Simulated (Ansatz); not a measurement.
Rh, 1 atom in the cell. It takes space group Fm-3m (No. 225, cubic). The conventional cell has a = 3.796 Å, b = 3.796 Å, c = 3.796 Å, α = 90.00°, β = 90.00°, γ = 90.00°. Rh (site symmetry m-3m) has 12 Rh at 2.68 Å as nearest neighbours. 

```yaml
Program: Ansatz 0.2.0
Task: relaxation of cell and atoms
Functional: PBEsol
Dispersion: D4
Potentials_or_basis: Ansatz PAW
Cutoff: "420 eV (not typed: the program's choice for these potentials)"
k_mesh: 12 × 12 × 12
Occupations: fermi-dirac, width 0.05 eV
Spin: no spin polarisation
```

Potentials or basis: Ansatz PAW.

Run with:

```bash
$ ansatz run input.yaml --threads 2 --pin off --max-ram 5632MiB --backend cpu --events-out ev --progress --plain --runs-dir out
```

Hardware: 2 threads of Arm Neoverse V1, with other jobs on the host.

Question: How long does it take, and how much memory?

Answer: Run time: 3.7 s on 2 threads of Arm Neoverse V1, on a shared host, peak memory 0.27 GiB. Counts: scf iterations 24, plane waves 259, k points 72, bands 13, ion steps 5.
